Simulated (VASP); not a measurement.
## ZrC: density of states with PBEsol

ZrC:

```
Zr C
1.0
     0.00000    2.36500    2.36500
     2.36500    0.00000    2.36500
     2.36500    2.36500    0.00000
Zr C
1 1
Direct
  0.50000 0.50000 0.50000
  0.00000 0.00000 0.00000
```

| Item | Value |
| --- | --- |
| Program | VASP 6.6.1 |
| Task | density of states |
| Functional | PBEsol |
| Potentials or basis | VASP PAW PBE potentials, release 64 (Zr_sv, C) |
| Cutoff | 520 eV |
| k mesh | 10 × 10 × 10 |
| Occupations | gaussian, width 0.02 eV |
| Spin | no spin polarisation |
| k mesh for the DOS | 15 × 15 × 15 |
| Occupations for the DOS | tetrahedron |
| Further INCAR settings | ALGO = Normal; EDIFF = 1e-06; NBANDS = 15 |

* Valence electrons inside the program's atomic spheres: Zr 9.82; C 2.33

Levels at points of the mesh, in eV from the Fermi level:
```csv
k point,band 6,band 7,band 8,band 9,band 10,band 11
"(0.00, 0.00, 0.00)",0.92,0.92,0.92,1.02,1.02,1.02
```

States per cell in windows of 1 eV (zero at the Fermi level; states under -8 eV left out):
```csv
from (eV),total,Zr1_d,C2_p,Zr1_p,Zr1_s,C2_s,C2_d
-8.0,0.00,0.00,0.00,0.00,0.00,0.00,0.00
-7.0,0.00,0.00,0.00,0.00,0.00,0.00,0.00
-6.0,0.02,0.00,0.00,0.00,0.00,0.00,0.00
-5.0,0.52,0.09,0.10,0.01,0.05,0.01,0.00
-4.0,0.98,0.18,0.21,0.03,0.06,0.01,0.00
-3.0,2.87,0.75,0.70,0.11,0.01,0.01,0.00
-2.0,1.22,0.36,0.30,0.03,0.00,0.00,0.00
-1.0,0.41,0.09,0.13,0.01,0.00,0.00,0.00
0.0,0.39,0.13,0.09,0.01,0.00,0.00,0.00
1.0,0.64,0.32,0.08,0.00,0.00,0.00,0.00
2.0,0.91,0.51,0.10,0.00,0.01,0.01,0.00
3.0,1.24,0.79,0.11,0.00,0.01,0.01,0.00
4.0,2.07,1.46,0.18,0.00,0.02,0.01,0.00
5.0,1.70,1.25,0.15,0.01,0.02,0.02,0.00
6.0,0.79,0.46,0.08,0.01,0.03,0.04,0.00
7.0,1.41,0.72,0.11,0.04,0.04,0.14,0.00
```

It took 55 s on 1 thread of Intel(R) Xeon(R) Platinum 8375C CPU @ 2.90GHz (Ice Lake) (shared host), peak memory 0.18 GiB.
